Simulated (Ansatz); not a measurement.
**SiC: compression at zero temperature**

One table from this session's results is given with a row withheld; the runs are named, their logs left out.

Program: Ansatz 0.2.0. Level of theory: DFT r2SCAN, scalar-relativistic, plane waves, PAW. These are calculated values, not measurements.

2 further runs of the same task are left out: 2 set aside as unsound or not needed.

### The starting structure

Symmetry: P6_3mc, No. 186, hexagonal system. The conventional cell has a = 3.075 Å, b = 3.075 Å, c = 5.048 Å, α = 90.00°, β = 90.00°, γ = 120.00°. Si (site symmetry 3m) has 4 C at 1.88 to 1.90 Å as nearest neighbours. C (site symmetry 3m) has 4 Si at 1.88 to 1.90 Å as nearest neighbours.

Structure file:

```
Si C
1.0
     3.07530    0.00000    0.00000
    -1.53765    2.66329    0.00000
     0.00000    0.00000    5.04834
Si C
2 2
Direct
  0.33333 0.66667 0.49960
  0.66667 0.33333 0.99960
  0.33333 0.66667 0.87540
  0.66667 0.33333 0.37540
```

It goes back to an entry of the Materials Project.

It is the result of an earlier relaxation at this level (volume 10.34 Å³/atom; gap on the mesh: 2.65 eV).

The first run:

input.yaml reads:

```yaml
crystal:
  lattice:
    - [3.0853663206, 0.0, 0.0]
    - [-1.5426831603, 2.6720056136, 0.0]
    - [0.0, 0.0, 5.0648696345]
  atoms:
    - { symbol: Si, position: [0.3333333333, 0.6666666667, 0.4996013827] }
    - { symbol: Si, position: [0.6666666667, 0.3333333333, 0.9996013827] }
    - { symbol: C, position: [0.3333333333, 0.6666666667, 0.8753986173] }
    - { symbol: C, position: [0.6666666667, 0.3333333333, 0.3753986173] }
basis:
  ecutwfc: 500
kpoints:
  mp_grid: { grid: [12, 12, 6] }
hamiltonian:
  xc: r2scan
scf:
  occupations: { method: gaussian, width: 0.02 }
output:
  forces: true
  stress: true
  eigenvalues: true
relax:
  adjacent_minimum: "off"
  f_tol: 0.008
  max_steps: 50
  cell: { stress_tol: 0.08, p_target: -1.0 }
```

On the command line:

```sh
ansatz run input.yaml --threads 1 --pin off --max-ram 2560MiB --backend cpu --events-out ev --progress --plain --runs-dir out
```

Steps of the session up to this table: Target pressure -1 GPa; The gap over the whole zone at -1 GPa; 1 GPa; Band edges over the zone at 1 GPa; 4 GPa; The gap over the whole zone at 4 GPa; 12 GPa; Band edges over the zone at 12 GPa; Target pressure 25 GPa; Band edges over the zone at 25 GPa; 50 GPa; Seeking the band edges at 50 GPa; Target pressure 90 GPa; Seeking the band edges at 90 GPa.

One of the session's tables, all rows but one given; the rest of the session is left out.

Lengths are those of the vectors of the cell that was run:

| P (GPa) | V (Å³/atom) | a (Å) | b (Å) | c (Å) | ΔH (eV/atom) |
| --- | --- | --- | --- | --- | --- |
| -1 | 10.38 | 3.080 | 3.080 | 5.056 | -0.065 |
| 0 | 10.34 | 3.075 | 3.075 | 5.048 | 0.000 |
| 1 | 10.29 | 3.071 | 3.071 | 5.041 | 0.064 |
| 4 | 10.16 | 3.058 | 3.058 | 5.019 | 0.256 |
| 12 | 9.85 | 3.027 | 3.027 | 4.966 | 0.755 |
| 25 | ? | ? | ? | ? | ? |
| 50 | 8.80 | 2.916 | 2.916 | 4.777 | 2.956 |
| 90 | 8.07 | 2.835 | 2.835 | 4.636 | 5.056 |

Q: Estimate the row for P (GPa) = 25 from the others.

Worked estimate for «V (Å³/atom)». A straight line through the neighbours (12, 9.85) and (50, 8.80) gives 9.85 + (8.80 − 9.85) × (25 − 12) / (50 − 12) = 9.49; a parabola fitted to 4 rows on both sides gives 9.46.

As computed: V (Å³/atom): 9.43; a (Å): 2.984; b (Å): 2.984; c (Å): 4.893; ΔH (eV/atom): 1.537. In «V (Å³/atom)» the line misses by +0.06 and the parabola by +0.03.

ΔH is E + PV over the energy at zero pressure; a, b and c are the vectors of the computed cell.

Caveats from the session: Other structures may take over in this range; these runs cannot find them.
